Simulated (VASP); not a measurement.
# As (R-3m) in VASP: a series of runs

The runs below take As through relaxation of cell and atoms, with PBE+D3(BJ).

Program: VASP 6.6.1. These are calculated values, not measurements. Logs are shortened: lines on timing, memory, paths and dates and some standing lists are left out, and cuts for length are marked.

## 1. The structure

Symmetry: R-3m, No. 166, trigonal system. The conventional cell has a = 3.762 Å, b = 3.762 Å, c = 10.542 Å, α = 90.00°, β = 90.00°, γ = 120.00°. As (site symmetry 3m) has 3 As at 2.51 Å as nearest neighbours.

## 2. Relaxation of cell and atoms, PBE+D3(BJ)

File INCAR:

```
SYSTEM = As
  ALGO = Normal
  EDIFF = 1E-6
  EDIFFG = -0.01
  ENCUT = 600
  GGA = PE
  IBRION = 2
  ISIF = 3
  ISMEAR = 0
  IVDW = 12
  LASPH = .TRUE.
  LCHARG = .FALSE.
  LREAL = .FALSE.
  LWAVE = .FALSE.
  NELM = 80
  NSW = 90
  PREC = Accurate
  SIGMA = 0.03
```

File KPOINTS:

```
k-points
0
G
  12 12 10
  0 0 0
```

File POSCAR:

```
As
1.0
    1.8807968987      1.0858785957      3.5140619945
   -1.8807968987      1.0858785957      3.5140619945
    0.0000000000     -2.1717571915      3.5140619945
As
2
Direct
    0.7740000000      0.7740000000      0.7740000000
    0.2260000000      0.2260000000      0.2260000000
```

Potentials or basis: VASP PAW PBE potentials, release 64 (As).

Launch:

```sh
cat potpaw_PBE.64/As/POTCAR > POTCAR
mpirun -np 1 vasp_std > vasp.out
```

OUTCAR:

```text
SYSTEM = As
   EDIFF = 1E-6
   EDIFFG = -0.01
   ENCUT = 600
   GGA = PE
   IBRION = 2
   ISIF = 3
   ISMEAR = 0
   IVDW = 12
   LASPH = .TRUE.
   LREAL = .FALSE.
   NELM = 80
   NSW = 90
   PREC = Accurate
 IVDW          = 12

 ion  position               nearest neighbor table
   1  0.774  0.774  0.774-   2 2.51   2 2.51   2 2.51
   2  0.226  0.226  0.226-   1 2.51   1 2.51   1 2.51

  LATTYP: Found a trigonal (rhomboedric) cell.
 ALAT       =     4.1310000000
 COS(alpha) =     0.5854247172

  Lattice vectors:

 A1 = (   1.8807968987,   1.0858785957,   3.5140619945)
 A2 = (  -1.8807968987,   1.0858785957,   3.5140619945)
 A3 = (   0.0000000000,  -2.1717571915,   3.5140619945)

Analysis of symmetry for initial positions (statically):
=====================================================================
 Subroutine PRICEL returns:
 Original cell was already a primitive cell.

 Routine SETGRP: Setting up the symmetry group for a
 trigonal (rhombohedral) supercell.

 Subroutine GETGRP returns: Found 12 space group operations
 (whereof 12 operations were pure point group operations)
 out of a pool of 12 trial point group operations.

The static configuration has the point symmetry D_3d.

Analysis of symmetry for dynamics (positions and initial velocities):
=====================================================================
 Subroutine PRICEL returns:
 Original cell was already a primitive cell.

 Routine SETGRP: Setting up the symmetry group for a
 trigonal (rhombohedral) supercell.

 Subroutine GETGRP returns: Found 12 space group operations
 (whereof 12 operations were pure point group operations)
 out of a pool of 12 trial point group operations.

The dynamic configuration has the point symmetry D_3d.

 Subroutine INISYM returns: Found 12 space group operations
 (whereof 12 operations are pure point group operations),
 and found     1 'primitive' translations

----------------------------------------------------------------------------------------

                                     Primitive cell

  volume of cell :      43.0610

  direct lattice vectors                    reciprocal lattice vectors
     1.880796899  1.085878596  3.514061995     0.265844760  0.153485544  0.094856987
    -1.880796899  1.085878596  3.514061995    -0.265844760  0.153485544  0.094856987
     0.000000000 -2.171757191  3.514061995     0.000000000 -0.306971087  0.094856987

  length of vectors
     4.131000000  4.131000000  4.131000000     0.321292852  0.321292852  0.321292852

  position of ions in fractional coordinates (direct lattice)
     0.774000000  0.774000000  0.774000000
     0.226000000  0.226000000  0.226000000

  ion indices of the primitive-cell ions
   primitive index   ion index
                 1           1
                 2           2

----------------------------------------------------------------------------------------

 KPOINTS: k-points

Automatic generation of k-mesh.
 Grid dimensions read from file:
 generate k-points for:   12   12   10

 Generating k-lattice:

  Cartesian coordinates                     Fractional coordinates (reciprocal lattice)
     0.022153730  0.012790462  0.007904749     0.083333333  0.000000000  0.000000000
    -0.022153730  0.012790462  0.007904749     0.000000000  0.083333333  0.000000000
     0.000000000 -0.030697109  0.009485699    -0.000000000 -0.000000000  0.100000000

  Length of vectors
     0.026774404  0.026774404  0.032129285

  Shift w.r.t. Gamma in fractional coordinates (k-lattice)
     0.000000000  0.000000000  0.000000000

 -----------------------------------------------------------------------------
|                                                                             |
|           W    W    AA    RRRRR   N    N  II  N    N   GGGG   !!!           |
|           W    W   A  A   R    R  NN   N  II  NN   N  G    G  !!!           |
|           W    W  A    A  R    R  N N  N  II  N N  N  G       !!!           |
|           W WW W  AAAAAA  RRRRR   N  N N  II  N  N N  G  GGG   !            |
|           WW  WW  A    A  R   R   N   NN  II  N   NN  G    G                |
|           W    W  A    A  R    R  N    N  II  N    N   GGGG   !!!           |
|                                                                             |
|     Your reciprocal lattice and k-lattice belong to different lattice       |
|     classes:                                                                |
|                                                                             |
|        The reciprocal lattice is rhombohedral (trigonal),                   |
|        whereas your k-lattice is base-centered monoclinic.                  |
|                                                                             |
|     Results are often still useful ...                                      |
|                                                                             |
 -----------------------------------------------------------------------------

 WARNING: IBZKPT: internal override: KBLOWUP is changed to .FALSE.
      ... skipping the blow-up phase ...

 Subroutine IBZKPT returns following result:
 ===========================================

 Found    391 irreducible k-points:

 Following reciprocal coordinates:
            Coordinates               Weight
  0.000000  0.000000  0.000000      1.000000
  0.083333  0.000000  0.000000      4.000000
  0.166667 -0.000000 -0.000000      4.000000
  0.250000 -0.000000 -0.000000      4.000000
  0.333333 -0.000000  0.000000      4.000000
  0.416667 -0.000000  0.000000      4.000000
[... 16 lines left out ...]
  0.500000  0.166667  0.000000      8.000000
 -0.416667  0.166667  0.000000      4.000000
 [... further k-points ...]
   k-points           NKPTS =    391   k-points in BZ     NKDIM =    391   number of bands    NBANDS=      9
   number of dos      NEDOS =    301   number of ions     NIONS =      2
   total plane-waves  NPLWV =  46656
   dimension x,y,z NGX =    36 NGY =   36 NGZ =   36
   dimension x,y,z NGXF=    72 NGYF=   72 NGZF=   72
   ions per type =               2
   NGX,Y,Z   is equivalent  to a cutoff of  14.49, 14.49, 14.49 a.u.
   NGXF,Y,Z  is equivalent  to a cutoff of  28.98, 28.98, 28.98 a.u.
 SYSTEM =  As
   PREC   = accura    normal or accurate (medium, high low for compatibility)
   ISTART =      0    job   : 0-new  1-cont  2-samecut
   ICHARG =      2    charge: 1-file 2-atom 10-const
   ISPIN  =      1    spin polarized calculation?
   LNONCOLLINEAR =      F non collinear calculations
   LSORBIT =      F    spin-orbit coupling
   LASPH  =      T    aspherical Exc in radial PAW
   ENCUT  =  600.0 eV  44.10 Ry    6.64 a.u.   8.25  8.25  8.25*2*pi/ulx,y,z
   NELM   =     80;   NELMIN=  2; NELMDL= -5     # of ELM steps
   EDIFF  = 0.1E-05   stopping-criterion for ELM
   LREAL  =      F    real-space projection
   EDIFFG = -.1E-01   stopping-criterion for IOM
   NSW    =     90    number of steps for IOM
   IBRION =      2    ionic relax: 0-MD 1-quasi-New 2-CG
   NFREE  =      1    steps in history (QN), initial steepest desc. (CG)
   ISIF   =      3    stress and relaxation
   ISYM   =      2    0-nonsym 1-usesym 2-fastsym
   POTIM  = 0.5000    time-step for ionic-motion
   TEBEG  =    0.0;   TEEND  =   0.0 temperature during run
   PSTRESS=    0.0 pullay stress
   NELECT =      10.0000    total number of electrons
   NUPDOWN=      -1.0000    fix difference up-down
   EMIN   =  10.00;   EMAX   =-10.00  energy-range for DOS
   EFERMI =   0.00;   METHOD = LEGACY
   ISMEAR =     0;   SIGMA  =   0.03  broadening in eV -4-tet -1-fermi 0-gaus
   EFERMI_NEDOS =   21; number of points for ismear=-14 and -15
   IALGO  =     38    algorithm
   IMIX   =      4    mixing-type and parameters
     AMIX     =   0.40;   BMIX     =  1.00
     AMIX_MAG =   1.60;   BMIX_MAG =  1.00
  volume/ion in A,a.u.               =      21.53       145.29
  Fermi-wavevector in a.u.,A,eV,Ry     =   1.006268  1.901570 13.776916  1.012575
  Thomas-Fermi vector in A             =   2.138999
   LORBIT       =      0    0 simple, 1 ext, 2 COOP (PROOUT), +10 PAW based schemes
   GGA     = PE    functional components
   LHFCALC =     F    Hartree Fock is set to
   AEXX    =    0.0000 exact exchange contribution
   IVDW    =    12    specifies the selected vdW correction
   LEPSILON=     F    determine dielectric tensor
   LRPA    =     F    only Hartree local field effects (RPA)
 conjugate gradient relaxation of ions
 non-spin polarized calculation
 Gauss-broadening in eV      SIGMA  =   0.03
  energy-cutoff  :      600.00
  volume of cell :       43.06
 maximum number of plane-waves:      1458
 NGX is ok and might be reduce to    36
   NGX = 17   NGY = 17   NGZ = 17

--------------------------------------- Ionic step        1  -------------------------------------------

 number of electron      10.0000000 magnetization

 Free energy of the ion-electron system (eV)
  ---------------------------------------------------
  ext. energy  EPLUGINS =         0.00000000
  ---------------------------------------------------
  free energy    TOTEN  =        -9.31261879 eV

  energy without entropy =       -9.31252069  energy(sigma->0) =       -9.31256974

------------------------ aborting loop because EDIFF is reached ----------------------------------------

 Edisp (eV)   -0.83946

 E8    (eV) :    -0.3557
[... 105 lines left out ...]
  FREE ENERGIE OF THE ION-ELECTRON SYSTEM (eV)
  ---------------------------------------------------
  free  energy   TOTEN  =       -10.1620557394 eV

  energy  without entropy=      -10.1620083174  energy(sigma->0) =      -10.16203203

 E-fermi :   5.5452     XC(G=0):  -9.9888

 val. band max:        5.5152869868   @ k =   0.0833   0.0833   0.4000
 cond. band min:       5.5556422590   @ k =   0.4167   0.2500   0.3000
 fundamental gap:      0.0403552722
 Fermi energy:         5.5451851551

 k-point     1 :       0.0000    0.0000    0.0000
  band No.  band energies     occupation
      1      -9.5102      2.00000
      2      -0.3395      2.00000
      3       2.9231      2.00000
      4       3.5150      2.00000
      5       3.5150      2.00000
      6       7.3519      0.00000
      7       8.4535      0.00000
      8       8.4535      0.00000
      9      12.2138      0.00000
[... 265 lines left out ...]
 k-point    24 :      -0.4167    0.1667    0.0000
  band No.  band energies     occupation
      1      -6.5317      2.00000
      2      -5.5132      2.00000
      3       0.9559      2.00000
      4       2.4946      2.00000
      5       3.5354      2.00000
      6       6.5142      0.00000
      7       6.9276      0.00000
      8       8.9547      0.00000
      9      13.3561      0.00000

 [... further k-points ...]

[... ionic steps 4 to 7 ...]

--------------------------------------- Ionic step        8  -------------------------------------------

 number of electron      10.0000000 magnetization

------------------------ aborting loop because EDIFF is reached ----------------------------------------
[... 75 lines left out ...]
--------------------------------------- Ionic step       10  -------------------------------------------

 number of electron      10.0000000 magnetization

 Free energy of the ion-electron system (eV)
  ---------------------------------------------------
  ext. energy  EPLUGINS =         0.00000000
  ---------------------------------------------------
  free energy    TOTEN  =        -9.31020353 eV

  energy without entropy =       -9.31011670  energy(sigma->0) =       -9.31016011

 E-fermi :   5.7813     XC(G=0): -10.1196

 val. band max:        5.7800335626   @ k =   0.4167   0.0833   0.1000
 cond. band min:       5.7966018566   @ k =   0.3333   0.1667   0.2000
 fundamental gap:      0.0165682940
 Fermi energy:         5.7812550423

 k-point     1 :       0.0000    0.0000    0.0000
  band No.  band energies     occupation
      1      -9.3825      2.00000
      2       0.1313      2.00000
      3       3.3373      2.00000
      4       3.6519      2.00000
      5       3.6519      2.00000
      6       7.8516      0.00000
      7       8.8501      0.00000
      8       8.8501      0.00000
      9      12.2078      0.00000
[... 309 lines left out ...]
  FREE ENERGIE OF THE ION-ELECTRON SYSTEM (eV)
  ---------------------------------------------------
  free  energy   TOTEN  =       -10.1744356670 eV

  energy  without entropy=      -10.1743488373  energy(sigma->0) =      -10.17439225

 reached required accuracy - stopping structural energy minimisation
```

It took 5.1 min on 1 thread of Intel Xeon 6975P-C (Granite Rapids), shared host; peak memory 0.35 GiB.

What came out:

| Property | Result |
| --- | --- |
| Free energy | -10.1744 eV |
| Relaxed volume | 20.94 Å³/atom |
| Relaxed cell | a = 4.018 Å, b = 4.018 Å, c = 4.018 Å, α = 56.25°, β = 56.25°, γ = 56.25° |
| Space group after relaxing (to 0.05 Å) | R-3m (No. 166) |
| Energy gained by relaxing | 11.2 meV/atom |
| Ionic steps | 10 |
| Pressure after relaxing | 0.0 GPa |
| Band gap on the k mesh | none (metal or under the smearing width) |
| Dispersion energy per atom | -0.432 eV |

Step by step:
```tsv
step	energy change (eV)	largest force (eV/Å)	pressure (GPa)	volume (Å³)
1	0.0000	0.4801	0.91	43.06
2	-0.0089	0.0315	-1.66	43.83
3	-0.0100	0.0926	-1.03	43.63
4	-0.0154	0.0404	-0.50	42.98
5	-0.0183	0.0234	0.27	42.14
6	-0.0215	0.0312	0.08	41.98
7	-0.0223	0.0369	-0.06	41.85
8	-0.0223	0.0132	0.15	41.79
9	-0.0223	0.0039	0.08	41.81
10	-0.0224	0.0012	-0.02	41.88
```

Final structure:
```
CELL_PARAMETERS angstrom
1.89392 1.09345 3.37043
-1.89392 1.09345 3.37043
0.00000 -2.18690 3.37043
ATOMIC_POSITIONS crystal
As 0.76949 0.76949 0.76949
As 0.23051 0.23051 0.23051
```

Caveat: pairwise dispersion overbinds metals, which lowers pressure and volume.

## 3. Relaxation of cell and atoms, PBE+D3(BJ)

This run uses another cell than the first one, of 20.94 Å³/atom, 0.973 times its volume.

INCAR, as its differences from that of step 2:

```diff
@@ -2,4 +2,4 @@
   ALGO = Normal
-  EDIFF = 1E-6
-  EDIFFG = -0.01
+  EDIFF = 1E-7
+  EDIFFG = -0.005
   ENCUT = 600
```

KPOINTS is that of step 2.

File POSCAR:

```
As                                      
1.0
    1.8939151574      1.0934524259      3.3704277152
   -1.8939151574      1.0934524259      3.3704277152
   -0.0000000000     -2.1869048519      3.3704277152
  As            
     2
Direct
     0.7694934181700751    0.7694934181700751    0.7694934181700749
     0.2305065818299248    0.2305065818299248    0.2305065818299250
```

Potentials or basis: VASP PAW PBE potentials, release 64 (As).

Launch:

```sh
cat potpaw_PBE.64/As/POTCAR > POTCAR
mpirun -np 1 vasp_std > vasp.out
```

Run time: 57 s. Hardware: 1 thread of Intel Xeon 6975P-C (Granite Rapids), shared host; peak memory 0.32 GiB.

Results (log left out):

```
Free energy                            : -10.1744 eV
Relaxed volume                         : 20.93 Å³/atom
Relaxed cell                           : a = 4.018 Å, b = 4.018 Å, c = 4.018 Å, α = 56.23°, β = 56.23°, γ = 56.23°
Space group after relaxing (to 0.05 Å) : R-3m (No. 166)
Energy gained by relaxing              : 0.0 meV/atom
Ionic steps                            : 2
Pressure after relaxing                : 0.0 GPa
Band gap on the k mesh                 : none (metal or under the smearing width)
Dispersion energy per atom             : -0.432 eV
```

Final structure:
```cif
data_structure
_symmetry_space_group_name_H-M 'P 1'
_symmetry_Int_Tables_number 1
_cell_length_a 4.0178
_cell_length_b 4.0178
_cell_length_c 4.0178
_cell_angle_alpha 56.231
_cell_angle_beta 56.231
_cell_angle_gamma 56.231
_cell_volume 41.86
loop_
_atom_site_label
_atom_site_type_symbol
_atom_site_fract_x
_atom_site_fract_y
_atom_site_fract_z
_atom_site_occupancy
As1 As 0.76949 0.76949 0.76949 1
As2 As 0.23051 0.23051 0.23051 1
```

Levels at points of the mesh, in eV from the Fermi level:
| k point | band 2 | band 3 | band 4 | band 5 | band 6 | band 7 | band 8 | band 9 |
| --- | --- | --- | --- | --- | --- | --- | --- | --- |
| (0.00, 0.00, 0.00) | -5.65 | -2.45 | -2.13 | -2.13 | 2.07 | 3.07 | 3.07 | 6.43 |
| (0.50, 0.00, 0.00) | -11.34 | -2.62 | -2.45 | -0.36 | -0.35 | 0.20 | 0.83 | 9.37 |
| (0.50, 0.50, 0.00) | -9.58 | -6.38 | -4.41 | -4.33 | 1.57 | 5.63 | 6.64 | 7.62 |
| (0.50, 0.50, 0.50) | -10.43 | -1.77 | -1.77 | -0.69 | 0.32 | 0.32 | 1.50 | 8.44 |

Caveat: pairwise dispersion overbinds metals, which lowers pressure and volume.
